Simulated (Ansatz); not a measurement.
**BaTe (zincblende type): independent-particle optics**

Aim: the dielectric function of BaTe (zincblende type) in the independent-particle picture, and how it depends on the functional and on the gap. The runs, in order: HSE06 for the gap; optics with PBE on 4×4×4; optics with r2SCAN on 4×4×4; optics with PBE and scissors to the HSE06 gap on 4×4×4; optics with PBE with spin-orbit coupling on 4×4×4.

Program: Ansatz 0.2.0. Level of theory: plane waves, PAW; no local fields, no excitons. These are calculated values, not measurements.

### Step 1. Starting point

Symmetry: F-43m, No. 216, cubic system. Conventional cell: a = 7.828 Å, b = 7.828 Å, c = 7.828 Å, α = 90.00°, β = 90.00°, γ = 90.00°. Ba (site symmetry -43m) has 4 Te at 3.39 Å as nearest neighbours. Te (site symmetry -43m) has 4 Ba at 3.39 Å as nearest neighbours.

As a file:

```cif
data_structure
_symmetry_space_group_name_H-M 'P 1'
_symmetry_Int_Tables_number 1
_cell_length_a 5.5355
_cell_length_b 5.5355
_cell_length_c 5.5355
_cell_angle_alpha 60.000
_cell_angle_beta 60.000
_cell_angle_gamma 60.000
_cell_volume 119.93
loop_
_atom_site_label
_atom_site_type_symbol
_atom_site_fract_x
_atom_site_fract_y
_atom_site_fract_z
_atom_site_occupancy
Ba1 Ba 0.00000 0.00000 0.00000 1
Te1 Te 0.25000 0.25000 0.25000 1
```

Cell and atoms come from an earlier r2SCAN relaxation. Spin-orbit coupling, which matters for Ba, Te, is in the runs so named alone.

### Step 2. A hybrid for the gap

input.yaml reads:

```yaml
crystal:
  lattice:
    - [0.0, 3.9141586662, 3.9141586662]
    - [3.9141586662, 0.0, 3.9141586662]
    - [3.9141586662, 3.9141586662, 0.0]
  atoms:
    - { symbol: Ba, position: [0.0, 0.0, 0.0] }
    - { symbol: Te, position: [0.25, 0.25, 0.25] }
kpoints:
  mp_grid: { grid: [4, 4, 4] }
  band_path:
    path:
      - [0.0, 0.0, 0.0]
      - [-0.5, -0.5, 0.0]
      - [-0.375, -0.375, 0.25]
      - [-0.375, 0.0, 0.375]
      - [0.0, 0.0, 0.5]
      - [-0.5, -0.25, 0.25]
      - [0.25, -0.5, -0.25]
    npoints: 1
hamiltonian:
  xc: hse06
scf:
  occupations: { method: fixed }
  n_extra_bands: 4
output:
  forces: true
  stress: true
  eigenvalues: true
  write_density: true
  write_potential: true
  elf: true
  volumetric_format: npy
```

Launch:

```
> ansatz run input.yaml --threads 4 --pin off --max-ram 3686MiB --backend cpu --events-out ev --progress --plain --runs-dir out
```

Further steps of the session: Optics, PBE; Optics, r2SCAN; Optics, PBE with a scissors shift; Optics, PBE with spin-orbit coupling.

Q: Predict the results of all the runs planned. Wanted: ε∞, PBE; ε∞, r2SCAN; ε∞, PBE with spin-orbit coupling; tallest peak of ε₂, PBE; tallest peak of ε₂, r2SCAN; tallest peak of ε₂, PBE with spin-orbit coupling; HSE06 direct gap.

**Answer**, as computed:

```
                                        quantity                                 value
                                         ε∞, PBE                                  4.59
                                      ε∞, r2SCAN                                  4.17
                      ε∞, PBE + 0.76 eV scissors                                  4.12
                ε∞, PBE with spin-orbit coupling                                  4.37
                         tallest peak of ε₂, PBE                       11.4 at 3.90 eV
                      tallest peak of ε₂, r2SCAN                        9.6 at 4.55 eV
      tallest peak of ε₂, PBE + 0.76 eV scissors                       11.3 at 4.65 eV
tallest peak of ε₂, PBE with spin-orbit coupling  12.3 at 4.00 eV (complete to 8.0 eV)
                                HSE06 direct gap                               3.70 eV
```

In words: From PBE with spin-orbit coupling to PBE + 0.76 eV scissors the direct gap grows from 2.78 to 3.70 eV, and ε∞ goes from 4.37 to 4.12. Spin-orbit coupling moves the direct gap by -0.16 eV; ε∞ doesn't compare between these two runs, as the bands summed differ. Local fields and excitons are left out: both change ε∞, and without excitons the onset lacks its lines.
